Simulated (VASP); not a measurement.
# Al8P7 (a cell with a defect) in VASP: further runs

One crystal, Al8P7 (a cell with a defect), is run at these levels: PBE; tasks: single point.

Everything below comes from runs of VASP 6.6.1. Logs are shortened: lines on timing, memory, paths and dates and some standing lists are left out, and cuts for length are marked.

## 1. Starting point

The cell holds a defect, 15 atoms: a = 7.676 Å, b = 7.676 Å, c = 7.676 Å, α = 60.00°, β = 60.00°, γ = 60.00°.

## 2. Single point, PBE

Contents of INCAR:

```
PREC = Accurate ; ENCUT = 520
EDIFF = 1E-6 ; ISMEAR = 0
SIGMA = 0.1 ; LREAL = Auto
LASPH = True ; NELM = 60
ALGO = Normal ; ISIF = 2
LWAVE = False ; LCHARG = False
GGA = PE ; NBANDS = 42
```

Contents of KPOINTS:

```
Automatic mesh
0
Gamma
  2 2 2
```

Contents of POSCAR:

```
Al8P7
1.0
    0.0000000000      5.4279060000      5.4279060000
    5.4279060000      0.0000000000      5.4279060000
    5.4279060000      5.4279060000      0.0000000000
Al P
8 7
Direct
    0.0013603773     -0.0007164826     -0.0008907671
    0.0062174990     -0.0169848188      0.5050433814
    0.0066164558      0.5056899475     -0.0185267578
    0.0071178462      0.5061880217      0.5055774732
    0.5003582413     -0.0005203664     -0.0008678301
    0.5003787833     -0.0004657413      0.5001070394
    0.5003858762      0.5006555935     -0.0010994111
    0.4827787180      0.5060162243      0.5052673167
    0.1249105088      0.1254125440      0.1248950332
    0.1249544484      0.1257742857      0.6236836084
    0.1249909265      0.6239120574      0.1251574733
    0.6255763272      0.1248231823      0.1243134093
    0.6260754147      0.1257187394      0.6236895960
    0.6263235767      0.6240775909      0.1249891763
    0.6266855027      0.6241535870      0.6234936640
```

Potentials or basis: VASP PAW PBE potentials, release 64 (Al, P).

The run is started by

```console
$ cat potpaw_PBE.64/Al/POTCAR potpaw_PBE.64/P/POTCAR > POTCAR
$ mpirun -np 1 vasp_std > vasp.out
```

OUTCAR:

```text
PREC = Accurate
   ENCUT = 520
   EDIFF = 1E-6
   ISMEAR = 0
   LREAL = Auto
   LASPH = True
   NELM = 60
   ISIF = 2
   GGA = PE

 ion  position               nearest neighbor table
   1  0.001  0.999  0.999-  11 2.35  10 2.35   9 2.35  12 2.36
   2  0.006  0.983  0.505-   9 2.38  10 2.38  13 2.38
   3  0.007  0.506  0.981-   9 2.39  11 2.39  14 2.39
   4  0.007  0.506  0.506-  10 2.39  15 2.39  11 2.39
   5  0.500  0.999  0.999-  14 2.35  13 2.35   9 2.35  12 2.36
   6  0.500  1.000  0.500-  15 2.35  10 2.35  13 2.35  12 2.36
   7  0.500  0.501  0.999-  11 2.35  15 2.35  14 2.35  12 2.36
   8  0.483  0.506  0.505-  14 2.39  13 2.39  15 2.39
   9  0.125  0.125  0.125-   5 2.35   1 2.35   2 2.38   3 2.39
  10  0.125  0.126  0.624-   6 2.35   1 2.35   2 2.38   4 2.39
  11  0.125  0.624  0.125-   1 2.35   7 2.35   3 2.39   4 2.39
  12  0.626  0.125  0.124-   5 2.36   1 2.36   6 2.36   7 2.36
  13  0.626  0.126  0.624-   5 2.35   6 2.35   2 2.38   8 2.39
  14  0.626  0.624  0.125-   5 2.35   7 2.35   8 2.39   3 2.39
  15  0.627  0.624  0.623-   6 2.35   7 2.35   8 2.39   4 2.39

  LATTYP: Found a face centered cubic cell.
 ALAT       =    10.8558120000

  Lattice vectors:

 A1 = (   0.0000000000,   5.4279060000,   5.4279060000)
 A2 = (   5.4279060000,   0.0000000000,   5.4279060000)
 A3 = (   5.4279060000,   5.4279060000,   0.0000000000)

Analysis of symmetry for initial positions (statically):
=====================================================================
 Subroutine PRICEL returns:
 Original cell was already a primitive cell.

 Routine SETGRP: Setting up the symmetry group for a
 face centered cubic supercell.

 Subroutine GETGRP returns: Found  1 space group operations
 (whereof  1 operations were pure point group operations)
 out of a pool of 48 trial point group operations.

The static configuration has the point symmetry C_1 .

Analysis of symmetry for dynamics (positions and initial velocities):
=====================================================================
 Subroutine PRICEL returns:
 Original cell was already a primitive cell.

 Routine SETGRP: Setting up the symmetry group for a
 face centered cubic supercell.

 Subroutine GETGRP returns: Found  1 space group operations
 (whereof  1 operations were pure point group operations)
 out of a pool of 48 trial point group operations.

The dynamic configuration has the point symmetry C_1 .

 Subroutine INISYM returns: Found  1 space group operations
 (whereof  1 operations are pure point group operations),
 and found     1 'primitive' translations

----------------------------------------------------------------------------------------

                                     Primitive cell

  volume of cell :     319.8357

  direct lattice vectors                    reciprocal lattice vectors
     0.000000000  5.427906000  5.427906000    -0.092116555  0.092116555  0.092116555
     5.427906000  0.000000000  5.427906000     0.092116555 -0.092116555  0.092116555
     5.427906000  5.427906000  0.000000000     0.092116555  0.092116555 -0.092116555

  length of vectors
     7.676218280  7.676218280  7.676218280     0.159550553  0.159550553  0.159550553

  position of ions in fractional coordinates (direct lattice)
     0.001360377  0.999283517  0.999109233
     0.006217499  0.983015181  0.505043381
     0.006616456  0.505689948  0.981473242
     0.007117846  0.506188022  0.505577473
     0.500358241  0.999479634  0.999132170
     0.500378783  0.999534259  0.500107039
     0.500385876  0.500655593  0.998900589
     0.482778718  0.506016224  0.505267317
     0.124910509  0.125412544  0.124895033
     0.124954448  0.125774286  0.623683608
     0.124990926  0.623912057  0.125157473
     0.625576327  0.124823182  0.124313409
     0.626075415  0.125718739  0.623689596
     0.626323577  0.624077591  0.124989176
     0.626685503  0.624153587  0.623493664

  ion indices of the primitive-cell ions
   primitive index   ion index
                 1           1
                 2           2
                 3           3
                 4           4
                 5           5
                 6           6
                 7           7
                 8           8
                 9           9
                10          10
                11          11
                12          12
                13          13
                14          14
                15          15

----------------------------------------------------------------------------------------

 KPOINTS: Automatic mesh

Automatic generation of k-mesh.
 Grid dimensions read from file:
 generate k-points for:    2    2    2

 Generating k-lattice:

  Cartesian coordinates                     Fractional coordinates (reciprocal lattice)
    -0.046058277  0.046058277  0.046058277     0.500000000  0.000000000  0.000000000
     0.046058277 -0.046058277  0.046058277     0.000000000  0.500000000  0.000000000
     0.046058277  0.046058277 -0.046058277     0.000000000  0.000000000  0.500000000

  Length of vectors
     0.079775276  0.079775276  0.079775276

  Shift w.r.t. Gamma in fractional coordinates (k-lattice)
     0.000000000  0.000000000  0.000000000

 Subroutine IBZKPT returns following result:
 ===========================================

 Found      8 irreducible k-points:

 Following reciprocal coordinates:
            Coordinates               Weight
  0.000000  0.000000  0.000000      1.000000
  0.500000  0.000000  0.000000      1.000000
  0.000000  0.500000  0.000000      1.000000
  0.000000  0.000000  0.500000      1.000000
  0.500000  0.500000  0.500000      1.000000
  0.500000  0.500000  0.000000      1.000000
  0.000000  0.500000  0.500000      1.000000
  0.500000  0.000000  0.500000      1.000000
   k-points           NKPTS =      8   k-points in BZ     NKDIM =      8   number of bands    NBANDS=     42
   number of dos      NEDOS =    301   number of ions     NIONS =     15
   total plane-waves  NPLWV = 216000
   dimension x,y,z NGX =    60 NGY =   60 NGZ =   60
   dimension x,y,z NGXF=   120 NGYF=  120 NGZF=  120
   ions per type =               8   7
   NGX,Y,Z   is equivalent  to a cutoff of  12.99, 12.99, 12.99 a.u.
   NGXF,Y,Z  is equivalent  to a cutoff of  25.99, 25.99, 25.99 a.u.
 SYSTEM =  unknown system
   PREC   = accura    normal or accurate (medium, high low for compatibility)
   ISTART =      0    job   : 0-new  1-cont  2-samecut
   ICHARG =      2    charge: 1-file 2-atom 10-const
   ISPIN  =      1    spin polarized calculation?
   LNONCOLLINEAR =      F non collinear calculations
   LSORBIT =      F    spin-orbit coupling
   LASPH  =      T    aspherical Exc in radial PAW
   ENCUT  =  520.0 eV  38.22 Ry    6.18 a.u.  14.27 14.27 14.27*2*pi/ulx,y,z
   NELM   =     60;   NELMIN=  2; NELMDL= -5     # of ELM steps
   EDIFF  = 0.1E-05   stopping-criterion for ELM
   LREAL  =      T    real-space projection
   EDIFFG = 0.1E-04   stopping-criterion for IOM
   NSW    =      0    number of steps for IOM
   IBRION =     -1    ionic relax: 0-MD 1-quasi-New 2-CG
   NFREE  =      0    steps in history (QN), initial steepest desc. (CG)
   ISIF   =      2    stress and relaxation
   ISYM   =      2    0-nonsym 1-usesym 2-fastsym
   POTIM  = 0.5000    time-step for ionic-motion
   TEBEG  =    0.0;   TEEND  =   0.0 temperature during run
   PSTRESS=    0.0 pullay stress
   NELECT =      59.0000    total number of electrons
   NUPDOWN=      -1.0000    fix difference up-down
   EMIN   =  10.00;   EMAX   =-10.00  energy-range for DOS
   EFERMI =   0.00;   METHOD = LEGACY
   ISMEAR =     0;   SIGMA  =   0.10  broadening in eV -4-tet -1-fermi 0-gaus
   EFERMI_NEDOS =   21; number of points for ismear=-14 and -15
   IALGO  =     38    algorithm
   IMIX   =      4    mixing-type and parameters
     AMIX     =   0.40;   BMIX     =  1.00
     AMIX_MAG =   1.60;   BMIX_MAG =  1.00
  volume/ion in A,a.u.               =      21.32       143.89
  Fermi-wavevector in a.u.,A,eV,Ry     =   0.931930  1.761092 11.816566  0.868493
  Thomas-Fermi vector in A             =   2.058474
   LORBIT       =      0    0 simple, 1 ext, 2 COOP (PROOUT), +10 PAW based schemes
   GGA     = PE    functional components
   LHFCALC =     F    Hartree Fock is set to
   AEXX    =    0.0000 exact exchange contribution
   IVDW    =     0    specifies the selected vdW correction
   LEPSILON=     F    determine dielectric tensor
   LRPA    =     F    only Hartree local field effects (RPA)
 non-spin polarized calculation
 Gauss-broadening in eV      SIGMA  =   0.10
  energy-cutoff  :      520.00
  volume of cell :      319.84
 maximum number of plane-waves:      8646
 NGX is ok and might be reduce to    60
   NGX = 29   NGY = 29   NGZ = 29

 number of electron      58.9999995 magnetization

 Free energy of the ion-electron system (eV)
  ---------------------------------------------------
  ext. energy  EPLUGINS =         0.00000000
  ---------------------------------------------------
  free energy    TOTEN  =       -73.37515261 eV

  energy without entropy =      -73.35257544  energy(sigma->0) =      -73.36386403

 E-fermi :   4.7183     XC(G=0):  -9.0532

 val. band max:        4.4862333638   @ k =   0.0000   0.5000   0.5000
 cond. band min:       4.7633252369   @ k =   0.5000   0.5000   0.5000
 fundamental gap:      0.2770918732
 Fermi energy:         4.7182935199

 k-point     1 :       0.0000    0.0000    0.0000
  band No.  band energies     occupation
      1      -7.1413      2.00000
      2      -5.5884      2.00000
      3      -5.5881      2.00000
      4      -5.5878      2.00000
      5      -5.1830      2.00000
      6      -4.9185      2.00000
[... 341 lines left out ...]
     40       8.7361      0.00000
     41       9.1681      0.00000
 [bands above 41 left out]

------------------------ aborting loop because EDIFF is reached ----------------------------------------

  FORCE on cell =-STRESS in cart. coord.  units (eV):
  Direction    XX          YY          ZZ          XY          YZ          ZX
  --------------------------------------------------------------------------------------
  -------------------------------------------------------------------------------------
  Total        1.7793778      1.7743729      1.7803360     -0.0144233     -0.0132383     -0.0013351
  in kB        8.9135724      8.8885010      8.9183723     -0.0722518     -0.0663154     -0.0066882
  external PRESSURE =       8.9068152 kB  Pullay stress =       0.0000000 kB

 VOLUME and BASIS-vectors are now :
 -----------------------------------------------------------------------------
  energy-cutoff  :      520.00
  volume of cell :      319.84
      direct lattice vectors                 reciprocal lattice vectors
     0.000000000  5.427906000  5.427906000    -0.092116555  0.092116555  0.092116555
     5.427906000  0.000000000  5.427906000     0.092116555 -0.092116555  0.092116555
     5.427906000  5.427906000  0.000000000     0.092116555  0.092116555 -0.092116555

 POSITION                                       TOTAL-FORCE (eV/Angst)
 -----------------------------------------------------------------------------------
     10.84709      5.43046      5.43140        -0.002909      0.000231      0.003836
      8.07704      2.77508      5.36946         0.001040     -0.002629      0.003944
      8.07218      5.36326      2.78075         0.003311      0.004324     -0.002552
      5.49177      2.78286      2.78618        -0.005272     -0.005106     -0.003612
     10.84828      8.13909      8.14098        -0.004774     -0.001464      0.000320
      8.13991      5.43054      8.14139        -0.001840      0.002040     -0.001537
      8.13945      8.13799      5.43356        -0.000470     -0.001520      0.003461
      5.48915      5.36302      5.36709        -0.005331      0.003622      0.002845
      1.35865      1.35592      1.35873        -0.004429      0.001289      0.000005
      4.06799      4.06354      1.36093         0.001434      0.008913     -0.003022
      4.06588      1.35778      4.06497         0.003719     -0.001921      0.008230
      1.35229      4.07033      4.07310         0.004544      0.000720     -0.001202
      4.06772      6.78361      4.08067         0.001267      0.000634     -0.007597
      4.06586      4.07805      6.78706         0.002935     -0.008528     -0.000769
      6.77211      6.78586      6.78944         0.006777     -0.000603     -0.002350
 -----------------------------------------------------------------------------------
    total drift:                                0.002986      0.005777     -0.005563

  FREE ENERGIE OF THE ION-ELECTRON SYSTEM (eV)
  ---------------------------------------------------
  free  energy   TOTEN  =       -73.3751526091 eV

  energy  without entropy=      -73.3525754428  energy(sigma->0) =      -73.36386403
```

Run time: 3.2 min. Hardware: 1 thread of Intel Xeon Platinum 8259CL at 2.50GHz (Skylake/Cascade Lake), shared host; peak memory 0.48 GiB.

What came out:

| Quantity | Value |
| --- | --- |
| Free energy | -73.3752 eV |
| Pressure | 0.9 GPa |
| Largest force | 0.010 eV/Å |
| Band gap on the k mesh | none (metal or under the smearing width) |

Forces in eV/Å, atoms in the order of the input:
```
Al  -0.003  0.000  0.004
Al   0.001 -0.003  0.004
Al   0.003  0.004 -0.003
Al  -0.005 -0.005 -0.004
Al  -0.005 -0.001  0.000
Al  -0.002  0.002 -0.002
Al   0.000 -0.002  0.003
Al  -0.005  0.004  0.003
P   -0.004  0.001  0.000
P    0.001  0.009 -0.003
P    0.004 -0.002  0.008
P    0.005  0.001 -0.001
P    0.001  0.001 -0.008
P    0.003 -0.009 -0.001
P    0.007 -0.001 -0.002
```

Levels at points of the mesh, in eV from the Fermi level:
```csv
k point,band 26,band 27,band 28,band 29,band 30,band 31,band 32,band 33
"(0.00, 0.00, 0.00)",-1.08,-0.62,-0.62,-0.62,1.13,1.13,1.49,2.10
"(0.50, 0.00, 0.00)",-1.36,-1.24,-0.84,-0.84,0.05,2.02,2.02,2.43
"(0.00, 0.50, 0.00)",-1.35,-1.25,-0.84,-0.84,0.05,2.02,2.02,2.43
"(0.00, 0.00, 0.50)",-1.36,-1.24,-0.84,-0.84,0.05,2.02,2.02,2.43
"(0.50, 0.50, 0.50)",-1.36,-1.24,-0.84,-0.84,0.05,2.01,2.02,2.43
"(0.50, 0.50, 0.00)",-1.51,-1.32,-1.17,-0.66,-0.23,1.76,1.77,2.54
"(0.00, 0.50, 0.50)",-1.51,-1.32,-1.17,-0.66,-0.23,1.76,1.76,2.54
"(0.50, 0.00, 0.50)",-1.51,-1.32,-1.17,-0.66,-0.23,1.76,1.76,2.54
```

Caveat: the k mesh is coarse (spacing up to 0.50 Å⁻¹), so the values aren't converged.

## 3. Single point, PBE

Contents of INCAR:

```
SYSTEM = Al8P7
ALGO = Fast
EDIFF = 1E-7
ENCUT = 520
GGA = PE
ISIF = 2
ISMEAR = 0
LASPH = .TRUE.
LCHARG = .FALSE.
LREAL = Auto
LWAVE = .FALSE.
NBANDS = 42
NELM = 60
PREC = Accurate
SIGMA = 0.1
```

Contents of KPOINTS:

```
k-points
0
G
  2 2 2
  0 0 0
```

Contents of POSCAR:

```
Al8P7
1.0
    0.0000000000      5.4279060000      5.4279060000
    5.4279060000      0.0000000000      5.4279060000
    5.4279060000      5.4279060000      0.0000000000
Al P
8 7
Direct
    0.0087145945     -0.0064249455      0.0040744994
   -0.0022974790     -0.0282916653      0.5184355624
    0.0308201726      0.4653306450      0.0384721106
   -0.0022427618      0.5121003385      0.5184105067
    0.5263345570      0.0038728563     -0.0292015927
    0.4900155788      0.0069079126      0.4961081677
    0.5263696534      0.4989741900     -0.0292328202
    0.4309226247      0.5375132694      0.4940079102
    0.1503720772      0.0946649592      0.1378985745
    0.1134989257      0.1279124031      0.6306112339
    0.1504044101      0.6170062636      0.1378669785
    0.6340481025      0.1240731693      0.1177834509
    0.6154182663      0.1542997428      0.5974310351
    0.6805969927      0.6335832824      0.0522235462
    0.6154554814      0.6327967912      0.5974039528
```

Potentials or basis: VASP PAW PBE potentials, release 64 (Al, P).

The run is started by

```console
$ cat potpaw_PBE.64/Al/POTCAR potpaw_PBE.64/P/POTCAR > POTCAR
$ mpirun -np 1 vasp_std > vasp.out
```

Wall time 4.5 min (1 thread of Intel Xeon Platinum 8259CL at 2.50GHz (Skylake/Cascade Lake), shared host); peak memory 0.48 GiB.

The run converged. Its results:

- Free energy: -72.8544 eV
- Pressure: 0.2 GPa
- Largest force: 0.957 eV/Å
- Band gap on the k mesh: none (metal or under the smearing width)

Forces on the atoms (eV/Å):
```
Al  -0.013 -0.046  0.013
Al  -0.064 -0.029  0.106
Al   0.022 -0.159 -0.023
Al  -0.106 -0.030  0.063
Al   0.049 -0.016 -0.001
Al  -0.023  0.034  0.023
Al   0.001 -0.016 -0.050
Al  -0.376 -0.041  0.376
P   -0.005 -0.092  0.050
P   -0.039 -0.006  0.039
P   -0.049 -0.091  0.005
P   -0.001 -0.004  0.001
P   -0.053  0.095 -0.015
P    0.641  0.305 -0.641
P    0.015  0.095  0.053
```

Stress tensor (GPa, compression positive):
```
 0.04  0.49  0.33
 0.49  0.59 -0.49
 0.33 -0.49  0.04
```

Levels at points of the mesh, in eV from the Fermi level:
```
           k point  band 27  band 28  band 29  band 30  band 31  band 32  band 33  band 34
(0.00, 0.00, 0.00)    -0.60    -0.57    -0.42     1.07     1.33     1.44     1.98     2.10
(0.50, 0.00, 0.00)    -1.09    -0.73    -0.57    -0.01     1.96     1.97     2.33     2.54
(0.00, 0.50, 0.00)    -1.02    -0.81    -0.74    -0.02     1.88     2.01     2.27     2.50
(0.00, 0.00, 0.50)    -1.12    -0.94    -0.90     0.41     1.97     2.14     2.17     2.27
(0.50, 0.50, 0.50)    -1.02    -0.81    -0.74    -0.02     1.88     2.01     2.27     2.50
(0.50, 0.50, 0.00)    -1.24    -0.98    -0.66    -0.02     1.63     1.75     2.61     2.70
(0.00, 0.50, 0.50)    -1.24    -0.98    -0.66    -0.02     1.63     1.75     2.61     2.70
(0.50, 0.00, 0.50)    -1.24    -1.02    -0.84    -0.26     1.75     1.94     2.49     2.66
```

Caveat: the k mesh is coarse (spacing up to 0.50 Å⁻¹), so the values aren't converged.
